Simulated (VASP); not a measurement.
Write the native input for VASP 6.6.1 that does the following.

| Quantity | Value |
| --- | --- |
| Task | single point |
| Functional | PBE |
| Potentials or basis | VASP PAW PBE potentials, release 64 (Ba_sv, Te) |
| Cutoff | 520 eV |
| k mesh | 6 × 6 × 6 |
| Occupations | fermi-dirac, width 0.02 eV |
| Spin | no spin polarisation |
| Dipole correction | no |
| Further INCAR settings | ALGO = Normal; EDIFF = 1e-06; NBANDS = 15 |

The structure of BaTe lies in POSCAR:

```
BaTe
1.0
    4.1399711484      0.0000000000      0.0000000000
    0.0000000000      4.1399711484      0.0000000000
    0.0000000000      0.0000000000      4.2448181569
Ba Te
1 1
Direct
    0.0000000000      0.0000000000      0.0000000000
    0.5000000000      0.5000000000      0.5000000000
```

The cell was built by a generator and needn't be a form met in nature.

The cell isn't the ideal one: biaxial_xy strain -2.5%.

These files were run (other wordings do the same):

INCAR

```
ALGO = Normal ; EDIFF = 1E-6
ENCUT = 520 ; GGA = PE
ISIF = 2 ; ISMEAR = -1
LASPH = True ; LCHARG = True
LELF = True ; LREAL = False
LVHAR = True ; LWAVE = False
NBANDS = 15 ; NELM = 100
PREC = Accurate ; SIGMA = 0.02
```

KPOINTS

```
k-points
0
Gamma
  6 6 6
```

Potentials or basis: VASP PAW PBE potentials, release 64 (Ba_sv, Te).

Command:

```console
$ cat potpaw_PBE.64/Ba_sv/POTCAR potpaw_PBE.64/Te/POTCAR > POTCAR
$ mpirun -np 1 vasp_std > vasp.out
```

Results of the run:

| Item | Value |
| --- | --- |
| Pressure | 2.4 GPa |
| Band gap on the k mesh | 0.54 eV, indirect (least direct gap 0.82 eV) |

Caveat: spin-orbit coupling is left out, which moves the levels of the heavy elements.

It took 21 s on 1 thread of Intel(R) Xeon(R) Platinum 8488C (Sapphire Rapids) (shared host), peak memory 0.2 GiB.
